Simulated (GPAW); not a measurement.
# La (P6_3/mmc) in GPAW: convergence with k mesh

Aim: find how far k mesh must go before the results for La settle, at LDA. This setting moves, with any that are tied to it; all else stays.

Program: GPAW 26.7.0. These are calculated values, not measurements. Logs are shortened: lines on timing, memory, paths and dates and some standing lists are left out, and cuts for length are marked. The log counts tension as positive stress, the text compression.

**1. The crystal as given**

It takes space group P6_3/mmc (No. 194, hexagonal). Conventional cell: a = 3.750 Å, b = 3.750 Å, c = 6.070 Å, α = 90.00°, β = 90.00°, γ = 120.00°. La (site symmetry -6m2) has 12 La at 3.73 to 3.75 Å as nearest neighbours.

This isn't the form of La at room conditions, which is double hcp.

**2. With k mesh 2 × 2 × 1**

The input, run.py:

```python
from ase.dft.bandgap import bandgap
from ase.io import read, write
from ase.units import GPa
from gpaw import GPAW, PW

atoms = read('POSCAR')

calc = GPAW(mode=PW(800),
            xc='LDA',
            kpts={'size': (2, 2, 1), 'gamma': True},
            occupations={'name': 'fermi-dirac', 'width': 0.05},
            nbands=28,
            convergence={'density': 1e-05, 'energy': 1e-05},
            maxiter=100,
            txt='gpaw.txt')
atoms.calc = calc
energy = atoms.get_potential_energy()
forces = atoms.get_forces()
stress = atoms.get_stress()
calc.write('gs.gpw')
write('result.traj', atoms)
print(f'Energy: {energy:.6f} eV')
print('Forces (eV/A):')
print(forces.round(4))
print('Stress (GPa):', (stress / GPa).round(3))
print('Fermi level:', round(calc.get_fermi_level(), 4), 'eV')
print(f'Gap: {bandgap(calc)[0]:.4f} eV, direct: {bandgap(calc, direct=True)[0]:.4f} eV')
```

The input, POSCAR:

```
La
1.0
    3.7500000000      0.0000000000      0.0000000000
   -1.8750000000      3.2475952642      0.0000000000
    0.0000000000      0.0000000000      6.0700000000
La
2
Direct
    0.6666666667      0.3333333333      0.7500000000
    0.3333333333      0.6666666667      0.2500000000
```

Potentials or basis: the program's PAW data sets (release 1.2.1) made for this functional, pw.

On the command line:

```bash
OMP_NUM_THREADS=1 python run.py
```

gpaw.txt:

```text
__  _  _
 | _ |_)|_||  |
 |__||  | ||/\| - 26.7.0

Input parameters:
  mode=PW(ecut=800.0),
  convergence={'density': 1e-05, 'energy': 1e-05},
  kpts=MonkhorstPack(size=(2, 2, 1), gamma=True),
  maxiter=100,
  nbands=28,
  occupations=Occupations(name='fermi-dirac', width=0.05),
  xc=XC(name='LDA')

Diagonalizing LCAO Hamiltonian
Converting LCAO to pw mode

           La

        La

Atoms  # Å, Bohr magnetons
|   | symbol |         x |        y |        z |    initial magnetic moments |
|---|--------|-----------|----------|----------|-----------------------------|
| 0 |     La |  1.875000 | 1.082532 | 4.552500 | ( 0.0000,  0.0000,  0.0000) |
| 1 |     La | -0.000000 | 2.165064 | 1.517500 | ( 0.0000,  0.0000,  0.0000) |

Unit cell  # Å
| periodic |         x |        y |        z |  lengths |     angles |
|----------|-----------|----------|----------|----------|------------|
|      yes |  3.750000 | 0.000000 | 0.000000 | 3.750000 |  90.000000 |
|      yes | -1.875000 | 3.247595 | 0.000000 | 3.750000 |  90.000000 |
|      yes |  0.000000 | 0.000000 | 6.070000 | 6.070000 | 120.000000 |

Number of symmetries: 12
Symmetry operations  # r_c * U_cc + t_c -> r_c
|    | kind |            matrix            |
|----|------|------------------------------|
|  0 |  σ   |  1, 1, 0,  0,-1, 0,  0, 0, 1 |
|  1 |  S6  |  1, 1, 0, -1, 0, 0,  0, 0,-1 |
|  2 |  E   |  1, 0, 0,  0, 1, 0,  0, 0, 1 |
|  3 |  C2  |  1, 0, 0, -1,-1, 0,  0, 0,-1 |
|  4 |  C2  |  0, 1, 0,  1, 0, 0,  0, 0,-1 |
|  5 |  C3  |  0, 1, 0, -1,-1, 0,  0, 0, 1 |
|  6 |  S6  |  0,-1, 0,  1, 1, 0,  0, 0,-1 |
|  7 |  σ   |  0,-1, 0, -1, 0, 0,  0, 0, 1 |
|  8 |  σ   | -1, 0, 0,  1, 1, 0,  0, 0, 1 |
|  9 |  i   | -1, 0, 0,  0,-1, 0,  0, 0,-1 |
| 10 |  C3  | -1,-1, 0,  1, 0, 0,  0, 0, 1 |
| 11 |  C2  | -1,-1, 0,  0, 1, 0,  0, 0,-1 |

BZ-sampling:
  Number of BZ points: 4
  Number of IBZ points: 2

  Monkhorst-Pack size: [2, 2, 1]
  Monkhorst-Pack shift: [0.25, 0.25, 0.0]

K-points  # in reciprocal-cell coordinates
|   |                                coordinates |     weight |
|---|--------------------------------------------|------------|
| 0 | (  0.00000000,   0.00000000,   0.00000000) | 0.25000000 |
| 1 | (  0.50000000,   0.50000000,   0.00000000) | 0.75000000 |

Plane wave coefficients: 3790
Cutoff: 800.0 eV

Spin-components: 1 (collinear spins)
Bands:           28
Projectors:      16
Spin-degeneracy: 2
Datatype:        complex128

Parallelization:
  kpt:    1
  domain: 1
  band:   1

Density:
  Valence electrons: 22.0
  Components: 1
  Grid points: [25 25 40]
  Charge: 0.0  # |e|

Potential:
  Grid points: [25 25 40]

species:
  La:
    name:    Lanthanum
    Z:       57.0
    valence: 11
    core:    46
    charge:  0.0  # [|e|]
    compensation charges:
      type: gauss
      rc: 0.35  # [Å]
      lmax: 2
    cutoffs:
      filter: 1.17  # [Å]
      core: 2.19  # [Å]
    projectors
    | kind |    occ | energy [eV] | rcut [Å] |
    |------|--------|-------------|----------|
    |   5s |  2.000 |     -39.071 |    1.164 |
    |   6s |  2.000 |      -3.813 |    1.164 |
    |   5p |  6.000 |     -22.478 |    1.164 |
    |   6p |  0.000 |      -1.412 |    1.164 |
    |   5d |  1.000 |      -3.204 |    1.164 |
    |   4f |  0.000 |      -4.581 |    1.164 |
    |    d |        |      24.008 |    1.164 |
    |    f |        |      22.631 |    1.164 |

    Using partial waves for La as LCAO basis

Reference energy: -461877.245822  # eV

eigensolver:
  PPCG
  Converge bands: occupied
  niter=2

density mixing:
  MSR1-Mixer
  Pratt-step length: 0.05
  Maximum mixing coefficient: 0.75
  Old densities: 10
  SVD Regularization: 0.005
  Good broyden scale: 1.0
  Trust region scale: 1.0
  Backstep threshold: 4.0
  History deletion threshold: 6.0
  Fourier metric: weight=20.0, sigma=0.015

occupation numbers:
  Fermi-Dirac:
    width: 0.0500  # eV

poisson solver:
  ecut: 6400.0  # eV

xc functional:
  name: None

convergence criteria:
- Maximum integral of absolute [dens]ity change: 1e-05 electrons / valence electron
- Maximum [total energy] change in last 3 cyles: 1e-05 eV / valence electron
- Maximum integral of absolute [eigenst]ate change: 4e-08 eV^2 / valence electron
maximum number of iterations: 100

SCF iterations
|iter     | |      energy | eigst |  dens |
|---------|-|-------------|-------|-------|
|iter:   1| |  -13.058073 | -0.67 |       |
|iter:   2| |  -13.008586 | -2.28 | -1.31 |
|iter:   3| |  -12.810058 | -1.27 | -1.35 |
|iter:   4| |  -12.789671 | -1.89 | -1.69 |
|iter:   5| |  -12.789766 | -3.02 | -2.14 |
|iter:   6| |  -12.789088 | -3.07 | -2.42 |
|iter:   7| |  -12.789139 | -4.46 | -2.88 |
|iter:   8| |  -12.789158c| -5.59 | -3.99 |
|iter:   9| |  -12.789153c| -6.01 | -4.13 |
|iter:  10| |  -12.789151c| -6.67 | -4.85 |
|iter:  11| |  -12.789151c| -6.32 | -5.50c|
|iter:  12| |  -12.789151c| -6.60 | -6.21c|
|iter:  13| |  -12.789151c| -6.88 | -6.67c|
|iter:  14| |  -12.789151c| -7.47c| -6.98c|

Converged in 14 steps
Energy contributions relative to reference atoms: (reference = -461877.245822)

Energy contributions:
  Kinetic:           3.024375
  Coulomb:           1.121579
  Zero:             -0.738945
  External:          0.000000
  Xc:              -16.159990
  Entropy:          -0.072340
  Spinorbit:         0.000000
  ----------------------------
  Free energy:     -12.825321
  Extrapolated:    -12.789151

dipole moment: (-0.000004, -0.000007, -0.000013)  # |e|*Ang

Fermi level: 10.554
Eigenvalues  # (at kpt = [0.000, 0.000, 0.000])
| band index |      eig [eV] | occ [0-2] |
|------------|---------------|-----------|
|          0 |       -23.398 |     2.000 |
|        ... |               |           |
|          2 |        -7.795 |     2.000 |
|          3 |        -6.423 |     2.000 |
|          4 |        -6.423 |     2.000 |
|          5 |        -6.356 |     2.000 |
|          6 |        -6.229 |     2.000 |
|          7 |        -6.229 |     2.000 |
[... 8 lines left out ...]
|         16 |        11.115 |     0.000 |
|         17 |        11.152 |     0.000 |
|        ... |               |           |
|         27 |        12.061 |     0.000 |

No gap
No difference between direct/indirect transitions

Forces  # eV/Ang
|        x |        y |        z |
|----------|----------|----------|
| -0.00000 | -0.00000 | -0.00000 |  # La   0
|  0.00000 |  0.00000 |  0.00000 |  # La   1

Stress tensor  # eV/Ang^3
|        x |        y |        z |
|----------|----------|----------|
| 0.076306 | 0.000000 | 0.000000 |
| 0.000000 | 0.076306 | 0.000000 |
| 0.000000 | 0.000000 | 0.041609 |

# Writing to gs.gpw (mode='')
```

Run time: 8.7 s. Hardware: 1 thread of Arm Neoverse V1, shared host; peak memory 0.2 GiB.

What came out:

```
Free energy            : -12.8253 eV
Pressure               : -10.4 GPa
Band gap on the k mesh : none (metal or under the smearing width)
```

**3. With k mesh 3 × 3 × 2**

Changes to run.py since step 2:

```diff
@@ -9,3 +9,3 @@
             xc='LDA',
-            kpts={'size': (2, 2, 1), 'gamma': True},
+            kpts={'size': (3, 3, 2), 'gamma': True},
             occupations={'name': 'fermi-dirac', 'width': 0.05},
```

POSCAR is that of step 2.

Potentials or basis: the program's PAW data sets (release 1.2.1) made for this functional, pw.

On the command line:

```bash
OMP_NUM_THREADS=1 python run.py
```

Wall time 14 s (1 thread of Arm Neoverse V1, shared host); peak memory 0.21 GiB.

What came out:

```yaml
Free_energy: -10.9783 eV
Pressure: -6.7 GPa
Band_gap_on_the_k_mesh: none (metal or under the smearing width)
```

**4. With k mesh 4 × 4 × 2**

Changes to run.py since step 3:

```diff
@@ -9,3 +9,3 @@
             xc='LDA',
-            kpts={'size': (3, 3, 2), 'gamma': True},
+            kpts={'size': (4, 4, 2), 'gamma': True},
             occupations={'name': 'fermi-dirac', 'width': 0.05},
```

POSCAR is that of step 3.

On the command line:

```bash
OMP_NUM_THREADS=1 python run.py
```

Run time: 17 s. Hardware: 1 thread of Arm Neoverse V1, shared host; peak memory 0.21 GiB.

What came out:

```
Free energy            : -10.5830 eV
Pressure               : -2.2 GPa
Band gap on the k mesh : none (metal or under the smearing width)
```

**5. With k mesh 4 × 4 × 3**

Changes to run.py since step 4:

```diff
@@ -9,3 +9,3 @@
             xc='LDA',
-            kpts={'size': (4, 4, 2), 'gamma': True},
+            kpts={'size': (4, 4, 3), 'gamma': True},
             occupations={'name': 'fermi-dirac', 'width': 0.05},
```

POSCAR is that of step 4.

On the command line:

```bash
OMP_NUM_THREADS=1 python run.py
```

Run time: 19 s. Hardware: 1 thread of Arm Neoverse V1, shared host; peak memory 0.22 GiB.

Results (log left out):

* Free energy: -10.6016 eV
* Pressure: -2.4 GPa
* Band gap on the k mesh: none (metal or under the smearing width)

**6. With k mesh 5 × 5 × 3**

Changes to run.py since step 5:

```diff
@@ -9,3 +9,3 @@
             xc='LDA',
-            kpts={'size': (4, 4, 3), 'gamma': True},
+            kpts={'size': (5, 5, 3), 'gamma': True},
             occupations={'name': 'fermi-dirac', 'width': 0.05},
```

POSCAR is that of step 5.

Potentials or basis: the program's PAW data sets (release 1.2.1) made for this functional, pw.

On the command line:

```bash
OMP_NUM_THREADS=1 python run.py
```

It took 24 s on 1 thread of Arm Neoverse V1, shared host; peak memory 0.22 GiB.

Results (log left out):

```
Free energy            : -10.6871 eV
Pressure               : -2.8 GPa
Band gap on the k mesh : none (metal or under the smearing width)
```

**7. With k mesh 6 × 6 × 4**

Changes to run.py since step 6:

```diff
@@ -9,3 +9,3 @@
             xc='LDA',
-            kpts={'size': (5, 5, 3), 'gamma': True},
+            kpts={'size': (6, 6, 4), 'gamma': True},
             occupations={'name': 'fermi-dirac', 'width': 0.05},
```

POSCAR is that of step 6.

On the command line:

```bash
OMP_NUM_THREADS=1 python run.py
```

Run time: 45 s. Hardware: 1 thread of Arm Neoverse V1, shared host; peak memory 0.24 GiB.

It converged, with:

| Quantity | Value |
| --- | --- |
| Free energy | -10.6794 eV |
| Pressure | -2.8 GPa |
| Band gap on the k mesh | none (metal or under the smearing width) |

**8. With k mesh 7 × 7 × 4**

Changes to run.py since step 7:

```diff
@@ -9,3 +9,3 @@
             xc='LDA',
-            kpts={'size': (6, 6, 4), 'gamma': True},
+            kpts={'size': (7, 7, 4), 'gamma': True},
             occupations={'name': 'fermi-dirac', 'width': 0.05},
```

POSCAR is that of step 7.

On the command line:

```bash
OMP_NUM_THREADS=1 python run.py
```

It took 51 s on 1 thread of Arm Neoverse V1, shared host; peak memory 0.25 GiB.

The run converged. Its results:

```yaml
Free_energy: -10.6595 eV
Pressure: -2.7 GPa
Band_gap_on_the_k_mesh: none (metal or under the smearing width)
```

**9. With k mesh 9 × 9 × 5**

Changes to run.py since step 8:

```diff
@@ -9,3 +9,3 @@
             xc='LDA',
-            kpts={'size': (7, 7, 4), 'gamma': True},
+            kpts={'size': (9, 9, 5), 'gamma': True},
             occupations={'name': 'fermi-dirac', 'width': 0.05},
```

POSCAR is that of step 8.

Potentials or basis: the program's PAW data sets (release 1.2.1) made for this functional, pw.

On the command line:

```bash
OMP_NUM_THREADS=1 python run.py
```

It took 90 s on 1 thread of Arm Neoverse V1, shared host; peak memory 0.3 GiB.

It converged, with:

```
Free energy            : -10.6810 eV
Pressure               : -2.8 GPa
Band gap on the k mesh : none (metal or under the smearing width)
```

**10. With k mesh 11 × 11 × 6**

Changes to run.py since step 9:

```diff
@@ -9,3 +9,3 @@
             xc='LDA',
-            kpts={'size': (9, 9, 5), 'gamma': True},
+            kpts={'size': (11, 11, 6), 'gamma': True},
             occupations={'name': 'fermi-dirac', 'width': 0.05},
```

POSCAR is that of step 9.

On the command line:

```bash
OMP_NUM_THREADS=1 python run.py
```

It took 2.5 min on 1 thread of Arm Neoverse V1, shared host; peak memory 0.39 GiB.

It converged, with:

| Quantity | Value |
| --- | --- |
| Free energy | -10.6861 eV |
| Pressure | -2.9 GPa |
| Band gap on the k mesh | none (metal or under the smearing width) |

**11. Result**

```tsv
k mesh	energy less the tightest run, at zero smearing (meV/atom)	pressure (GPa)	SCF cycles	CPU time (s)	peak memory (GiB)
2 × 2 × 1	-1060.11	-10.37	14	8.7	0.2
3 × 3 × 2	-144.67	-6.69	10	14	0.21
4 × 4 × 2	56.90	-2.17	10	17	0.21
4 × 4 × 3	42.36	-2.37	10	19	0.22
5 × 5 × 3	-1.36	-2.79	10	24	0.22
6 × 6 × 4	3.81	-2.76	10	44	0.24
7 × 7 × 4	17.23	-2.71	10	51	0.25
9 × 9 × 5	2.88	-2.79	10	90	0.3
11 × 11 × 6	0.00	-2.91	10	150	0.39
```

Not settled before the last step: the energy (to 1 meV/atom), the pressure (to 0.1 GPa). Meshes of other sizes hit other points, so gaps and Fermi surfaces needn't settle smoothly. The tightest run that finished is the yardstick and may itself not be fully converged.

Caveats: one-centre terms of the f shell are cut off.
